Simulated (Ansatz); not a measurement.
The system is HfO2.

```
Hf O
1.0
     3.55802    0.00000    0.00000
     0.00000    3.55802    0.00000
     0.00000    0.00000    5.17186
Hf O
2 4
Direct
  0.00000 0.00000 0.00000
  0.50000 0.50000 0.50000
  0.00000 0.50000 0.19721
  0.50000 0.00000 0.30279
  0.50000 0.00000 0.80279
  0.00000 0.50000 0.69721
```

Measurements of this composition are mostly on another form, of space group No. 14.

```yaml
Program: Ansatz 0.2.0
Task: relaxation of cell and atoms
Functional: PBE
Potentials_or_basis: Ansatz PAW
Cutoff: "420 eV (not typed: the program's choice for these potentials)"
k_mesh: 8 × 8 × 5
Occupations: fermi-dirac, width 0.05 eV
Spin: no spin polarisation
Hubbard_terms: Hf d U = 1 eV
```

At the start: volume 10.91 Å³/atom.

**Question.** How do energy, volume and symmetry change on relaxing?

**Answer.** It ends after 7 steps and the volume is 11.43 Å³/atom (+4.8 %); space group P4_2/nmc (No. 137, to 0.05 Å).

The path:
| step | energy change (eV) | largest force (eV/Å) | volume (Å³) |
| --- | --- | --- | --- |
| 1 | 0.0000 | 0.2078 | 65.47 |
| 2 | -0.0778 | 0.0381 | 69.02 |
| 3 | -0.0838 | 0.0015 | 68.47 |
| 4 | -0.0840 | 0.0008 | 68.43 |
| 5 | -0.1023 | 0.0024 | 68.43 |
| 6 | -0.1018 | 0.0002 | 68.59 |
| 7 | -0.1026 | 0.0003 | 68.59 |

Final structure:
```xyz
6
Lattice="3.6109 0.0000 0.0000 0.0000 3.6109 0.0000 0.0000 0.0000 5.2604" Properties=species:S:1:pos:R:3 pbc="T T T"
Hf    0.0000    0.0000    0.0000
Hf    1.8055    1.8055    2.6302
O     0.0000    1.8055    1.0274
O     1.8055    0.0000    1.6027
O     1.8055    0.0000    4.2329
O     0.0000    1.8055    3.6576
```

Caveat: the plane-wave basis is chosen anew once the cell has moved, so the energies of steps on either side of that aren't comparable; the pressure holds a Pulay correction of +0.8 GPa for the finite cutoff.
